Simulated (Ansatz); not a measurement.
# TiCo: from a guess to a relaxed structure, part 2 of 2

Where does this trial cell of TiCo go when cell and atoms are let free?

Ansatz 0.2.0; DFT PBE, scalar-relativistic, plane waves, PAW. Earlier steps stand in the parts before.

**4. Relaxation on the finer mesh**

The end of the coarse run is made exact in the group found at a tolerance of 0.06 Å and reduced to its primitive cell. The moments had died out, so spin is switched off.

The input, input.yaml:

```yaml
crystal:
  lattice:
    - [0.0, 2.4244142796, 2.4244142796]
    - [2.4244142796, 0.0, 2.4244142796]
    - [2.4244142796, 2.4244142796, 0.0]
  atoms:
    - { symbol: Ti, position: [0.5, 0.5, 0.5] }
    - { symbol: Co, position: [0.0, 0.0, 0.0] }
basis:
  ecutwfc: 420
kpoints:
  mp_grid: { grid: [20, 20, 20] }
hamiltonian:
  xc: pbe
scf:
  occupations: { method: gaussian, width: 0.1 }
output:
  forces: true
  stress: true
  eigenvalues: true
relax:
  adjacent_minimum: "off"
  f_tol: 0.01
  max_steps: 80
  cell: { stress_tol: 0.05 }
```

Command:

```
$ ansatz run input.yaml --threads 1 --pin off --max-ram 2560MiB --backend cpu --events-out ev --progress --plain --runs-dir out
```

The log of the run, cut to the lines that bear on the results:

```text
Warning: RAYON_NUM_THREADS=1 ignored (pool sized by the plan → 1); use --threads N
[...]
Pseudopotentials: kind: paw
Pseudopotential: Ti, paw, valence charge 12, recommended cutoff 420 eV (normal), Ti.paw.azcp
Pseudopotential: Co, paw, valence charge 17, recommended cutoff 420 eV (normal), Co.paw.azcp
Functional definition: PBE
[...]
Crystal: 2 atoms, lattice volume = 28.500 Å³
Basis set: ecut = 420 eV, 537 PW (Γ), exchange–correlation on 48×48×48 points (8 copies of the dense FFT grid, shifted against one another)
Bands: 19, of which v1, the nominal top of the filled ones, is band 15 counted from 1 (14 counted from 0)
Symmetry: 48 space group operations
Space group: Fm-3m (ITA 225), of the structure as read, at distance tolerance 3.1e-5 Å
k-points: 256 of 8000
[...]
SCF iter   1: F=—  HF=-7625.663842 eV  |F-HF|=—  |Δ(HF+E_count)|=         —  Δρ=7.12e-3  dr2=1.16e-2  ethr=1.77e-3  ⟨swp⟩=3.4  Hψ=18519  notcnv=0
[...]
        0.001183      -0.000000       0.000000
       -0.000000       0.001183      -0.000000
        0.000000      -0.000000       0.001183
  P = ⅓ Tr σ = 0.0012 GPa (0.012 kbar)
--- Band table (eV; the first three rows and the last of 256) ---
  k-point 0: bands = ["-79.5067", "-42.8349", "-42.8349", "-42.8349", "-41.8019", "-18.0090", "-18.0090", "-18.0090", "8.0359", "12.2606", "12.2606", "12.4786", "12.4786", "12.4786", "17.3745", "17.3745", "17.3745", "18.5903", "18.5903"]
[...]
--- Relaxed structure (3 steps of the walk, 3 accepted, 1 SCFs on fresh bases) ---
  F+E_penalty+E_count = -7625.66319947 eV   max|allowed force component| = 1.341e-29 eV/Å   (the final SCF, on the basis selected at the relaxed cell)
  cell:  # Å, volume = 28.5592 Å³
    - [-4.203693816932309e-34, 2.4260812469963535, 2.4260812469963535]
    - [2.4260812469963535, 4.2036700373454155e-34, 2.4260812469963535]
    - [2.4260812469963535, 2.4260812469963535, -4.076297626316472e-34]
  atoms:
    - { symbol: Ti, position: [0.5, 0.5, 0.5] }
    - { symbol: Co, position: [3.2323803224953314e-38, -2.558829500922618e-47, -1.6161901603445496e-37] }
```

It took 31 s on 1 thread of Arm Neoverse V2, shared host; peak memory 0.42 GiB.

The steps of the relaxation:

| step | energy from step 1 (eV/cell) | largest force component (eV/Å) | pressure (GPa) | volume (Å³) |
| --- | --- | --- | --- | --- |
| 1 | 0.0000 | 0.0000 | 0.30 | 28.50 |
| 2 | 0.0000 | 0.0000 | 0.08 | 28.54 |
| 3 | 0.0000 | 0.0000 | 0.00 | 28.56 |
| 4 | -0.0001 | 0.0000 | 0.00 | 28.56 |

Step 1 is the start. Step 4 repeats the geometry before it on a plane-wave basis chosen anew for that cell, so its energy need not be comparable with the rows above.

Lengths and angles in the start's conventional setting:

|  | before | after | change |
| --- | --- | --- | --- |
| a (Å) | 4.849 | 4.852 | +0.1 % |
| b (Å) | 4.849 | 4.852 | +0.1 % |
| c (Å) | 4.849 | 4.852 | +0.1 % |
| volume (Å³/atom) | 14.25 | 14.28 | +0.2 % |
| shortest distance (Å) | 2.424 | 2.426 | +0.1 % |
| space group (0.01 Å) | Fm-3m | Fm-3m | same |

Forces and stress were held to the start's 48 operations: a distortion of lower symmetry was not tested.

**5. What came out**

The summary covers parts 1 to 2. Changes of volume or cell count from the first structure of part 1.

```
                              quantity                                                                      value
symmetry at the end (tolerance 0.05 Å)                                                space group Fm-3m (No. 225)
                     conventional cell  a = 4.852 Å, b = 4.852 Å, c = 4.852 Å, α = 90.00°, β = 90.00°, γ = 90.00°
                                volume                                                              14.28 Å³/atom
              energy over the elements                                                              +0.08 eV/atom
                       gap on the mesh                                                               none (metal)
```

The space group Fm-3m (No. 225) is kept, and the volume per atom grows by 12.2 % from the first guess. With a positive formation energy it can't be a ground state. No finished test with a distortion of lower symmetry is shown, so the end may be a saddle point. A spin-polarised run here lost its starting moments, which speaks against magnetism, though one start doesn't rule it out. Other magnetic orders were not searched.
